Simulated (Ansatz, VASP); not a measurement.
## Ta in VASP and in Ansatz

The input INCAR:

```
SYSTEM = Ta
ALGO = Normal
EDIFF = 1E-7
ENCUT = 520
GGA = PE
ISIF = 2
ISMEAR = -1
LASPH = .TRUE.
LCHARG = .FALSE.
LREAL = .FALSE.
LWAVE = .FALSE.
NBANDS = 12
NELM = 60
PREC = Accurate
SIGMA = 0.05
```

File KPOINTS:

```
k-points
0
G
  11 11 11
  0 0 0
```

Contents of POSCAR:

```
Ta
1.0
   -1.6401972500      1.6401972500      1.6401972500
    1.6401972500     -1.6401972500      1.6401972500
    1.6401972500      1.6401972500     -1.6401972500
Ta
1
Direct
    0.0000000000      0.0000000000      0.0000000000
```

File input.yaml:

```yaml
crystal:
  lattice:
    - [-1.64019725, 1.64019725, 1.64019725]
    - [1.64019725, -1.64019725, 1.64019725]
    - [1.64019725, 1.64019725, -1.64019725]
  atoms:
    - { symbol: Ta, position: [0.0, 0.0, 0.0] }
hamiltonian:
  xc: pbe
  pseudopotentials: { kind: paw }
kpoints:
  mp_grid: { grid: [11, 11, 11] }
scf:
  occupations: { method: fermi_dirac, width: 0.05 }
output:
  forces: true
  stress: true
  eigenvalues: true
```

Change from the starting cell: volume scaled by 0.98.

Alike in both runs: task single point; functional PBE; k mesh 11 × 11 × 11; occupations fermi-dirac, width 0.05 eV; no spin polarisation.

```csv
,VASP,Ansatz
version,VASP 6.6.1,Ansatz 0.2.0
potentials or method,"VASP PAW PBE potentials, release 64 (Ta_pv)",Ansatz PAW
plane-wave cutoff (eV),520,420
valence electrons in the cell,11,13
```

VASP gave:

```
gap on the k mesh at the Fermi level (eV) : none
pressure (GPa)                            : 7.1
```

Q: Estimate Ansatz's values.

A: gap on the k mesh at the Fermi level (eV): none; pressure (GPa): 6.9.

A gap of «none» marks a metal or a gap that the smearing closes. The two sets of potentials don't hold the same shells in valence.

Spin-orbit coupling is left out, which matters for the levels of Ta.
